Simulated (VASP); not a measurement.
Wanted: the native input for a VASP 6.6.1 run.

```yaml
Task: single point
Functional: PBE
Potentials_or_basis: VASP PAW PBE potentials, release 64 (I)
Cutoff: 520 eV
k_mesh: 11 × 11 × 11
Occupations: gaussian, width 0.05 eV
Spin: no spin polarisation
Further_INCAR_settings: ALGO = Normal; EDIFF = 1e-06
```

The structure of I lies in POSCAR:

```
I
4.8395
   -0.334219650790      0.334219650790      0.881249715880
    0.334219650790     -0.334219650790      0.881249715880
    0.334219650790      0.334219650790     -0.881249715880
I
1
Direct
    0.0000000000      0.0000000000      0.0000000000
```

The input as run:

INCAR

```
PREC = Accurate ; ENCUT = 520
EDIFF = 1E-6 ; ISMEAR = 0
SIGMA = 0.05 ; LREAL = False
LASPH = True ; NELM = 60
ALGO = Normal ; ISIF = 2
LWAVE = False ; LCHARG = True
GGA = PE ; LELF = True
LVHAR = True
```

KPOINTS

```
Automatic mesh
0
Gamma
  11 11 11
```

Potentials or basis: VASP PAW PBE potentials, release 64 (I).

The run is started by

```bash
$ cat potpaw_PBE.64/I/POTCAR > POTCAR
$ mpirun -np 1 vasp_std > vasp.out
```

Results of the run:

The pressure is 0.1 GPa and the band gap on the k mesh is none (metal or under the smearing width).

Caveat: an odd number of electrons without spin polarisation forces a metal; a magnetic or distorted state may lie lower.

Run time: 24 s on 1 thread of Intel(R) Xeon(R) Platinum 8559C (Emerald Rapids), with other jobs on the host, peak memory 0.21 GiB.
